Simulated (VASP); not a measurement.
# K: relaxation of cell and atoms with PBE

K:

```
K
1.0
    -2.63885    2.63885    2.63885
     2.63885   -2.63885    2.63885
     2.63885    2.63885   -2.63885
K
1
Direct
  0.00000 0.00000 0.00000
```

| Quantity | Value |
| --- | --- |
| Program | VASP 6.6.1 |
| Task | relaxation of cell and atoms |
| Functional | PBE |
| Potentials or basis | VASP PAW PBE potentials, release 64 (K_sv) |
| Cutoff | 600 eV |
| k mesh | 10 × 10 × 10 |
| Occupations | methfessel-paxton, width 0.1 eV |
| Spin | no spin polarisation |
| Further INCAR settings | ALGO = Normal; EDIFF = 1e-07; IBRION = 2; EDIFFG = -0.005; NSW = 90; ISIF = 3 |

* Relaxed volume: 73.78 Å³/atom
* Relaxed cell: a = 4.576 Å, b = 4.576 Å, c = 4.576 Å, α = 109.47°, β = 109.47°, γ = 109.47°
* Space group after relaxing (to 0.05 Å): Im-3m (No. 229)
* Energy gained by relaxing: 0.0 meV/atom
* Ionic steps: 3
* Pressure after relaxing: 0.0 GPa
* Band gap on the k mesh: none (metal or under the smearing width)

Final structure:
```
CELL_PARAMETERS angstrom
-2.64213 2.64213 2.64213
2.64213 -2.64213 2.64213
2.64213 2.64213 -2.64213
ATOMIC_POSITIONS crystal
K 0.00000 0.00000 0.00000
```

Levels at points of the mesh, in eV from the Fermi level:
| k point | band 1 | band 2 | band 3 | band 4 | band 5 | band 6 | band 7 | band 8 |
| --- | --- | --- | --- | --- | --- | --- | --- | --- |
| (0.00, 0.00, 0.00) | -32.13 | -15.58 | -15.58 | -15.58 | -2.15 | 4.29 | 4.29 | 4.29 |
| (0.50, 0.00, 0.00) | -32.13 | -15.65 | -15.60 | -15.58 | 0.45 | 0.69 | 3.17 | 4.86 |
| (0.50, 0.50, 0.50) | -32.12 | -15.63 | -15.63 | -15.63 | 1.68 | 1.68 | 3.47 | 3.47 |

Run time: 95 s on 1 thread of Intel(R) Xeon(R) Platinum 8259CL CPU @ 2.50GHz (Skylake/Cascade Lake) (shared host), peak memory 0.26 GiB.

PBE usually gives volumes a little too large and moduli too small. Zero-point motion and thermal expansion aren't in these numbers.
